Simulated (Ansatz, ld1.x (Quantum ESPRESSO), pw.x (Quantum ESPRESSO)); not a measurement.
## Equation-of-state test of one TM potential (B (Z = 5))

```json
{
  "Element": "boron",
  "Generator": "ld1.x (Quantum ESPRESSO) 7.5",
  "Type": "norm-conserving Troullier–Martins (Kleinman–Bylander form)",
  "Functional": "PBE",
  "Relativity": "scalar-relativistic",
  "Frozen core": "[He]",
  "Valence charge": "3",
  "Reference configuration": "2s2 2p1",
  "Partial waves": "2s (bound): rc 1.15 bohr; 2p (bound): rc 2.80 bohr; 3d channel at 0.35 Ry: rc 2.90 bohr",
  "Local potential": "the d channel",
  "Core correction": "Bessel-smoothed model core inside 0.60 bohr"
}
```

Atomic tests: cutoffs needed: 21 Ry and 55 Ry (the cutoffs (Ry, on a coarse ladder) from which the occupation-weighted sum of valence levels, in a spherical-Bessel basis at the reference potential, stays within 10 and 1 mRy of its value at 400 Ry); ghost test: no extra level below or beside the all-electron valence levels (s, p, d, f tested) (spherical-Bessel basis up to 400 Ry, 20 bohr box); largest excitation error: +228 meV (all-electron minus pseudo) for 2s1 2p0, out of 7 test configurations.

Crystal test: diamond B in pw.x 7.5, no spin, 11³ k-points, Fermi–Dirac smearing 0.01 Ry, cutoffs 70/280 Ry. The lattice is a test structure that the element need not adopt, and mesh and smearing are coarse.

pw.x input:

```
&control
  calculation='scf', prefix='x', pseudo_dir='./', outdir='./tmp', tstress=.true., disk_io='none'
/
&system
  ibrav=0, nat=2, ntyp=1, ecutwfc=70, ecutrho=280, nbnd=10,
  occupations='smearing', smearing='fd', degauss=0.01
/
&electrons
  conv_thr=1e-09, mixing_beta=0.4, electron_maxstep=70
/
ATOMIC_SPECIES
B 1.0 B.UPF
CELL_PARAMETERS angstrom
  0.00000000 2.02591281 2.02591281
  2.02591281 0.00000000 2.02591281
  2.02591281 2.02591281 0.00000000
ATOMIC_POSITIONS crystal
B 0.0000 0.0000 0.0000
B 0.2500 0.2500 0.2500
K_POINTS automatic
11 11 11 0 0 0
```

```bash
pw.x < B.scf.in > B.scf.out
```

**Question.** How does the run end?

**Answer.** It converges; the pressure is -15.87 GPa against 0.11 GPa from all-electron LAPW. The largest radius (2.90 bohr) exceeds half the bond length (1.66 bohr), so the spheres overlap, which is one possible source of error among others. This is a poor potential for the solid. The free energy does not fall steadily as the cutoff rises, most likely since the density grid, which shrinks with it, is too coarse for the model core; the lower cutoffs are not converged. The log shows:

```
     number of electrons       =         6.00
     number of Kohn-Sham states=           10
     kinetic-energy cutoff     =      70.0000  Ry
     charge density cutoff     =     280.0000  Ry
     scf convergence threshold =      1.0E-09
     Exchange-correlation= PBE
     number of k points=    56  Fermi-Dirac smearing, width (Ry)=  0.0100
     iteration #  1     ecut=    70.00 Ry     beta= 0.40
     total energy              =     -16.01158353 Ry
     estimated scf accuracy    <       0.03561405 Ry
     iteration #  2     ecut=    70.00 Ry     beta= 0.40
     total energy              =     -16.00943093 Ry
     estimated scf accuracy    <       0.01041010 Ry
     iteration #  3     ecut=    70.00 Ry     beta= 0.40
     total energy              =     -16.00982633 Ry
     estimated scf accuracy    <       0.00005252 Ry
     iteration #  4     ecut=    70.00 Ry     beta= 0.40
     total energy              =     -16.00982852 Ry
     estimated scf accuracy    <       0.00000161 Ry
     iteration #  5     ecut=    70.00 Ry     beta= 0.40
     total energy              =     -16.00982864 Ry
     estimated scf accuracy    <       0.00000002 Ry
     iteration #  6     ecut=    70.00 Ry     beta= 0.40
     total energy              =     -16.00982864 Ry
     estimated scf accuracy    <          6.6E-09 Ry
     iteration #  7     ecut=    70.00 Ry     beta= 0.40
     the Fermi energy is     6.3205 ev
!    total energy              =     -16.00982864 Ry
     estimated scf accuracy    <          1.4E-10 Ry
     smearing contrib. (-TS)   =      -0.00452907 Ry
     The total energy is F=E-TS. E is the sum of the following terms:
     one-electron contribution =       5.20313288 Ry
     hartree contribution      =       0.58296605 Ry
     xc contribution           =      -9.12790342 Ry
     ewald contribution        =     -12.66349507 Ry
     convergence has been achieved in   7 iterations
          total   stress  (Ry/bohr**3)                   (kbar)     P=     -158.73
     Message from routine punch:
     Nothing written, as per user request (disk_io='none')
```
